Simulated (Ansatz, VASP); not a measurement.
One calculation of Ir, two programs

```
Ir
1.0
     0.00000    1.91560    1.91560
     1.91560    0.00000    1.91560
     1.91560    1.91560    0.00000
Ir
1
Cartesian
  0.0000 0.0000 0.0000
```

Alike in both runs: task relaxation of cell and atoms; functional PBE; k mesh 8 × 8 × 8; occupations gaussian, width 0.1 eV; no spin polarisation.

```csv
,VASP,Ansatz
version,VASP 6.6.1,Ansatz 0.2.0
potentials or method,"VASP PAW PBE potentials, release 64 (Ir)","scalar-relativistic, plane waves, PAW"
plane-wave cutoff (eV),600,420
valence electrons in the cell,9,17
```

Ansatz gave:

```
gap on the k mesh at the Fermi level, each at its own relaxed structure (eV) : none
relaxed volume (Å³/atom)                                                     : 14.56
relaxed cell length with the largest relative difference (Å)                 : 2.741
energy change over the relaxation (meV/atom)                                 : -19
```

Question: Estimate VASP's values.

Answer: gap on the k mesh at the Fermi level, each at its own relaxed structure (eV): none; relaxed volume (Å³/atom): 14.58; relaxed cell length with the largest relative difference (Å): 2.742; energy change over the relaxation (meV/atom): -21.

A gap of «none» marks a metal or a gap that the smearing closes. The two sets of potentials don't hold the same shells in valence.

 Spin-orbit coupling is left out, which matters for the levels of Ir. Zero-point motion and thermal expansion aren't in these numbers.
